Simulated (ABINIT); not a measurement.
# BaTiO3 (P4mm) in ABINIT: band structure with r2SCAN

Aim: the band structure of BaTiO3 with r2SCAN.

Program: ABINIT 10.8.3 (patched build). These are calculated values, not measurements. Logs are shortened: lines on timing, memory, paths and dates and some standing lists are left out, and cuts for length are marked. The log counts tension as positive stress, the text compression.

## (1) The crystal as given

It takes space group P4mm (No. 99, tetragonal). The conventional cell has a = 4.000 Å, b = 4.000 Å, c = 4.018 Å, α = 90.00°, β = 90.00°, γ = 90.00°. Around Ba (site symmetry 4mm) lie 12 O at 2.79 to 2.88 Å. Ti (site symmetry 4mm) has 6 O at 1.89 to 2.13 Å as nearest neighbours. O (site symmetry 2mm) has 2 Ti at 2.00 Å as nearest neighbours. Around O (site symmetry 4mm) lie 2 Ti at 1.89 to 2.13 Å.

## (2) Band structure, r2SCAN

The input, run.abi:

```
# Datasets: ground state, then fixed potential
ndtset 2

# Pseudopotentials
pp_dirpath "./"
pseudos "Ba.GGA_PBE-JTH.xml, Ti.GGA_PBE-JTH.xml, O.GGA_PBE-JTH.xml"

# Structure
acell 7.5585265533 7.5585265533 7.5929195687
rprim
     1.0000000000     0.0000000000     0.0000000000
     0.0000000000     1.0000000000     0.0000000000
     0.0000000000     0.0000000000     1.0000000000
ntypat 3
znucl 56 22 8
natom 5
typat 1 2 3 3 3
xcart
     0.0000000000     0.0000000000     0.0000000000
     3.7792632766     3.7792632766     3.7205305887
     0.0000000000     3.7792632766     3.9255394170
     3.7792632766     0.0000000000     3.9255394170
     3.7792632766     3.7792632766     0.1442654718

# Plane-wave basis
ecut 761.918815 eV
pawecutdg 50.0

# Exchange and correlation
ixc -497498
usekden 1
pawxcdev 0

# Bands and occupations
occopt 3
tsmear 0.00183747

# SCF cycle
nstep 100

# Output
iomode 3
prtwf 0
prteig 0
prtebands 0
enunit 1
prtden1 1
prtkden1 1

# Dataset 1
kptopt1 1
ngkpt1 7 7 7
nshiftk1 1
shiftk1 0.0 0.0 0.0
nband1 24
tolvrs1 1.0e-7

# Dataset 2: bands along G-X-M-G-Z-R-A-Z
iscf2 -2
getden2 1
getkden2 1
nband2 30
nbdbuf2 4
tolwfr2 1.0e-11
kptopt2 -7
ndivsm2 6
prteig2 1
kptbounds2
     0.0000000000     0.0000000000     0.0000000000
     0.0000000000     0.5000000000     0.0000000000
     0.5000000000     0.5000000000     0.0000000000
     0.0000000000     0.0000000000     0.0000000000
     0.0000000000     0.0000000000     0.5000000000
     0.0000000000     0.5000000000     0.5000000000
     0.5000000000     0.5000000000     0.5000000000
     0.0000000000     0.0000000000     0.5000000000
```

Potentials or basis: JTH PAW PBE v2.0.

The run is started by

```console
abinit run.abi > log 2>&1
```

run.abo:

```text
.Version 10.8.3 of ABINIT
 DATASET    1 : space group P4 m m (# 99); Bravais tP (primitive tetrag.)
================================================================================
 Values of the parameters that define the memory need for DATASET  1.
     intxc =       0    ionmov =       0      iscf =      17    lmnmax =      18
     lnmax =       6     mgfft =      40  mpssoang =       3    mqgrid =    3001
     natom =       5  nloc_mem =       2    nspden =       1   nspinor =       1
    nsppol =       1      nsym =       8    n1xccc =       1    ntypat =       3
    occopt =       3   xclevel =       2
       mpw =        3088          nfft =       64000          nkpt =          40
 PAW method is used; the additional fine FFT grid is defined by:
   mgfftf=        50    nfftf =    125000
================================================================================
================================================================================

 DATASET    2 : space group P4 m m (# 99); Bravais tP (primitive tetrag.)
================================================================================
 Values of the parameters that define the memory need for DATASET  2.
     intxc =       0    ionmov =       0      iscf =      -2    lmnmax =      18
     lnmax =       6     mgfft =      40  mpssoang =       3    mqgrid =    3001
     natom =       5  nloc_mem =       2    nspden =       1   nspinor =       1
    nsppol =       1      nsym =       8    n1xccc =       1    ntypat =       3
    occopt =       3   xclevel =       2
       mpw =        3088          nfft =       64000          nkpt =          49
 PAW method is used; the additional fine FFT grid is defined by:
   mgfftf=        50    nfftf =    125000
================================================================================
================================================================================

--------------------------------------------------------------------------------
------------- Echo of variables that govern the present computation ------------
--------------------------------------------------------------------------------
 -outvars: echo values of preprocessed input variables --------
            acell      7.5585265533E+00  7.5585265533E+00  7.5929195687E+00 Bohr
              amu      1.37327000E+02  4.78800000E+01  1.59994000E+01
             ecut      2.80000000E+01 Hartree
           enunit           1
           getden1          0
           getden2          1
          getkden1          0
          getkden2          1
             iscf1         17
             iscf2         -2
              ixc     -497498
           jdtset        1    2
           kptopt1          1
           kptopt2         -7
         kptrlatt        7    0    0      0    7    0      0    0    7
          kptrlen1     5.29096859E+01
          kptrlen2     3.00000000E+01
            natom           5
            nband1         24
            nband2         30
           nbdbuf1          0
           nbdbuf2          4
           ndtset           2
           ndivsm1          0
           ndivsm2          6
            ngfft          40      40      40
          ngfftdg          50      50      50
             nkpt1         40
             nkpt2         49
            nstep         100
             nsym           8
           ntypat           3
           occopt           3
        pawecutdg      5.00000000E+01 Hartree
         pawxcdev           0
        prtebands           0
           prteig1          0
           prteig2          1
          prtkden           1
            prtwf           0
           shiftk1     0.00000000E+00  0.00000000E+00  0.00000000E+00
           shiftk2     5.00000000E-01  5.00000000E-01  5.00000000E-01
          spgroup          99
           tolvrs1     1.00000000E-07
           tolvrs2     0.00000000E+00
           tolwfr1     0.00000000E+00
           tolwfr2     1.00000000E-11
           tsmear      1.83747000E-03 Hartree
            typat      1  2  3  3  3
          usekden           1
           useylm           1
           xangst      0.0000000000E+00  0.0000000000E+00  0.0000000000E+00
                       1.9998999986E+00  1.9998999986E+00  1.9688199987E+00
[... 792 lines left out ...]
 -4.8991E-01 -4.8287E-01 -2.2898E-01 -2.2898E-01 -2.2006E-01 -1.0903E-02
  3.8205E-02  3.8205E-02  7.0264E-02  7.0366E-02  7.0366E-02  7.0941E-02
  1.1557E-01  1.1557E-01  2.2629E-01  2.8526E-01  2.8526E-01  2.9875E-01
  3.7722E-01  4.2057E-01  4.4313E-01  4.6696E-01  5.2250E-01  5.2250E-01

Result for kinetic energy density :

--------------------------------------------------------------------------------
 Total kinetic energy density [Ha/Bohr^3]
)     Maximum=    2.7841E+00  at reduced coord.    0.5000    0.5000    0.0200
)     Minimum=    4.5050E-03  at reduced coord.    0.0000    0.0000    0.5000
   Integrated=    3.9738E+01
--------------------------------------------------------------------------------

--- !ResultsGS
iteration_state: {dtset: 2, }
comment   : Summary of ground state results
lattice_vectors:
- [  7.5585266,   0.0000000,   0.0000000, ]
- [  0.0000000,   7.5585266,   0.0000000, ]
- [  0.0000000,   0.0000000,   7.5929196, ]
lattice_lengths: [   7.55853,    7.55853,    7.59292, ]
lattice_angles: [ 90.000,  90.000,  90.000, ] # degrees, (23, 13, 12)
lattice_volume:   4.3379355E+02
convergence: {deltae:  0.000E+00, res2:  0.000E+00, residm:  9.993E-12, diffor:  0.000E+00, }
etotal    :  -1.03567625E+02
entropy   :   0.00000000E+00
fermie    :   1.81645250E-01
cartesian_stress_tensor: null
pressure_GPa: null
xred      :
- [  0.0000E+00,   0.0000E+00,   0.0000E+00, Ba]
- [  5.0000E-01,   5.0000E-01,   4.9000E-01, Ti]
- [  0.0000E+00,   5.0000E-01,   5.1700E-01,  O]
- [  5.0000E-01,   0.0000E+00,   5.1700E-01,  O]
- [  5.0000E-01,   5.0000E-01,   1.9000E-02,  O]
cartesian_forces: null
force_length_stats: {min: null, max: null, mean: null, }
...

 Integrated electronic density in atomic spheres:
 ------------------------------------------------
 Atom  Sphere_radius  Integrated_density
    1        2.31519          6.53974733
    2        2.30803         10.22079651
    3        1.41465          4.57563174
    4        1.41465          4.57563174
    5        1.41465          4.57516080

================================================================================

 ----iterations are completed or convergence reached----

 Mean square residual over all n,k,spin=   45.716E-13; max=  99.932E-13
 reduced coordinates (array xred) for    5 atoms
       0.000000000000      0.000000000000      0.000000000000
       0.500000000000      0.500000000000      0.490000000005
       0.000000000000      0.500000000000      0.516999999998
       0.500000000000      0.000000000000      0.516999999998
       0.500000000000      0.500000000000      0.018999999999

 cartesian coordinates (angstrom) at end:
    1      0.00000000000000     0.00000000000000     0.00000000000000
    2      1.99989999864902     1.99989999864902     1.96881999867189
    3      0.00000000000000     1.99989999864902     2.07730599856858
    4      1.99989999864902     0.00000000000000     2.07730599856858
    5      1.99989999864902     1.99989999864902     0.07634199994494
 length scales=  7.558526553300  7.558526553300  7.592919568700 bohr
              =  3.999799997298  3.999799997298  4.017999997250 angstroms
 Eigenvalues (   eV  ) for nkpt=  49  k points:
 kpt#   1, nband= 30, wtk=  1.00000, kpt=  0.0000  0.0000  0.0000 (reduced coord)
 -55.00090  -30.17826  -30.14033  -30.14033  -21.63269  -14.02634  -13.42425  -13.36329
  -6.39630   -6.39630   -6.39318    1.47483    1.49320    1.49320    2.59988    2.59988
   2.69074    3.55172    3.57883    3.57883    6.01053    6.21840    6.21840    8.12765
   8.22866    9.39974    9.46709   12.10858   13.01004   13.01124
 kpt#   2, nband= 30, wtk=  1.00000, kpt=  0.0000  0.0833  0.0000 (reduced coord)
 -55.00081  -30.17810  -30.14425  -30.14017  -21.62415  -14.02975  -13.41951  -13.35908
  -6.38508   -6.38250   -6.37005    1.36949    1.46184    1.47603    2.50330    2.53264
   2.64821    3.36281    3.51479    3.57697    6.14728    6.23148    6.29886    8.19416
   8.38078    9.53949    9.60163   12.27539   12.99118   13.10012
 kpt#   3, nband= 30, wtk=  1.00000, kpt=  0.0000  0.1667  0.0000 (reduced coord)
 -55.00059  -30.17776  -30.15501  -30.13981  -21.60069  -14.05253  -13.40622  -13.33246
  -6.35406   -6.35242   -6.29916    1.04376    1.40871    1.41822    2.29867    2.37240
   2.50637    3.01553    3.36537    3.44560    6.24347    6.50971    6.56356    8.20233
   8.86295    9.92501    9.98144   12.75489   12.93851   13.32718
 kpt#   4, nband= 30, wtk=  1.00000, kpt=  0.0000  0.2500  0.0000 (reduced coord)
 -55.00030  -30.17730  -30.16957  -30.13931  -21.56822  -14.10861  -13.39324  -13.26101
[... 214 lines left out ...]
 -54.99951  -30.23335  -30.14500  -30.14484  -21.48747  -14.11302  -13.30769  -13.18569
  -6.34684   -6.15833   -6.10157   -0.32682    0.85904    1.03592    1.13052    1.52745
   2.52793    2.63023    2.68175    2.93513    6.55562    7.74713    7.77369    8.67734
  10.53172   11.71151   12.35584   13.15942   13.86898   13.93681
 kpt#  48, nband= 30, wtk=  1.00000, kpt=  0.0556  0.0556  0.5000 (reduced coord)
 -54.99971  -30.23389  -30.14010  -30.14007  -21.50147  -14.19863  -13.32513  -13.15252
  -6.26121   -6.20709   -6.01750   -0.30556    1.00888    1.04439    1.48089    1.68327
   2.20318    2.32294    3.00965    3.07895    6.26962    7.74829    7.76214    8.28455
  10.33716   11.51206   12.16055   12.81183   14.12601   14.14139
 kpt#  49, nband= 30, wtk=  1.00000, kpt=  0.0000  0.0000  0.5000 (reduced coord)
 -54.99978  -30.23409  -30.13840  -30.13840  -21.50636  -14.22798  -13.33114  -13.13968
  -6.23092   -6.23092   -5.98804   -0.29669    1.03961    1.03961    1.91198    1.91475
   1.91475    1.93040    3.14469    3.14469    6.15776    7.76243    7.76243    8.12934
  10.26469   11.44423   12.05811   12.70661   14.21793   14.21793

== END DATASET(S) ==============================================================
================================================================================

 -outvars: echo values of variables after computation  --------
            acell      7.5585265533E+00  7.5585265533E+00  7.5929195687E+00 Bohr
           etotal1    -1.0356762491E+02
            fcart1    -0.0000000000E+00 -0.0000000000E+00  1.5130878265E-03
                      -0.0000000000E+00 -0.0000000000E+00 -3.0747124020E-03
                      -0.0000000000E+00 -0.0000000000E+00 -2.8932299818E-03
                      -0.0000000000E+00 -0.0000000000E+00 -2.8932299818E-03
                      -0.0000000000E+00 -0.0000000000E+00  7.3480845389E-03
           strten1    -1.0553994679E-05 -1.0553994679E-05 -4.3495286235E-05
                       0.0000000000E+00  0.0000000000E+00  0.0000000000E+00
           xangst      0.0000000000E+00  0.0000000000E+00  0.0000000000E+00
                       1.9998999986E+00  1.9998999986E+00  1.9688199987E+00
                       0.0000000000E+00  1.9998999986E+00  2.0773059986E+00
                       1.9998999986E+00  0.0000000000E+00  2.0773059986E+00
                       1.9998999986E+00  1.9998999986E+00  7.6341999945E-02
             xred      0.0000000000E+00  0.0000000000E+00  0.0000000000E+00
                       5.0000000000E-01  5.0000000000E-01  4.9000000000E-01
                       0.0000000000E+00  5.0000000000E-01  5.1700000000E-01
                       5.0000000000E-01  0.0000000000E+00  5.1700000000E-01
                       5.0000000000E-01  5.0000000000E-01  1.8999999999E-02
 Calculation completed.
```

Run time: 10 min. Hardware: 1 thread of Arm Neoverse V2, shared host; peak memory 0.25 GiB.

Results:

* Free energy: -2818.2186 eV
* Pressure: 0.6 GPa
* Largest force: 0.378 eV/Å
* Band gap on the k mesh: 2.25 eV, indirect (least direct gap 2.43 eV)
* Band gap along the path: 2.15 eV, indirect (least direct gap 2.43 eV)

Forces in eV/Å, atoms in the order of the input:
```
Ba   0.000  0.000  0.078
Ti   0.000  0.000 -0.158
O    0.000  0.000 -0.149
O    0.000  0.000 -0.149
O    0.000  0.000  0.378
```

Stress tensor (GPa, compression positive):
```
0.31 0.00 0.00
0.00 0.31 0.00
0.00 0.00 1.28
```

Levels at the corners of the path, in eV from the valence-band top:
```tsv
point	band 18	band 19	band 20	band 21	band 22	band 23
Γ	-0.31	-0.28	-0.28	2.15	2.36	2.36
X	-1.72	-0.96	-0.86	2.48	3.84	3.87
M	-0.99	-0.99	-0.08	3.88	3.88	4.30
Γ	-0.31	-0.28	-0.28	2.15	2.36	2.36
Z	-1.93	-0.72	-0.72	2.30	3.90	3.90
R	-0.92	-0.90	-0.17	3.86	3.91	4.29
A	-0.09	-0.09	0.00	4.52	4.52	4.53
Z	-1.93	-0.72	-0.72	2.30	3.90	3.90
```

Caveat: this set's barium file shifts pressures by 1.5 GPa and gaps by 0.1 eV against other sets; totals of a meta-GGA on PAW files have another zero than those of a GGA; the PAW data sets were made with another functional, which shifts forces and pressure a little; spin-orbit coupling is left out, which moves the levels of the heavy elements; the mesh misses the band edges, which the band path finds closer together; the atomic spheres overlap.
